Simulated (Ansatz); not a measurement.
MoSi2: strain energy, fitted

MoSi2, I4/mmm, a = 3.217 Å, c = 7.873 Å. Ansatz: PBE, PAW, 420 eV, Γ-centred 12×12×6 mesh on 6 atoms, Gaussian smearing 0.10 eV; no spin polarisation. Series: biaxial strain in the a-b plane, c and atoms relaxed; x is the strain in per cent. y is the free energy over the unstrained cell, V0 = 13.578 Å³/atom.

```tsv
x (%)	y (meV/atom)
-4.5	?
-3.0	38.61
-1.5	9.44
0.0	0.00
1.5	8.59
3.0	33.30
4.5	72.29
```

**Question.** Fit y = c2 x² + c3 x³ to the other rows, turn c2 into a modulus, and predict the missing energy.

**Answer.** Least squares on the rows shown. y = 4.0006 x² − 0.096180 x³. In eV per unit strain² c2 is 40.01; M is the biaxial modulus (E = M V0 ε²): 40.01 × 160.2 / (13.578) = 472 GPa. At x = -4.5 the fit asked for gives 89.78 meV/atom. The run gave 89.10 meV/atom, so the fit is 0.68 meV/atom too high, 0.76 % of the span of the series, against an rms of 0.08 meV/atom on the fitted rows. The row lies outside the fitted range. With a term in x⁴ added, a fit to the same known rows predicts 90.22 meV/atom, further off still.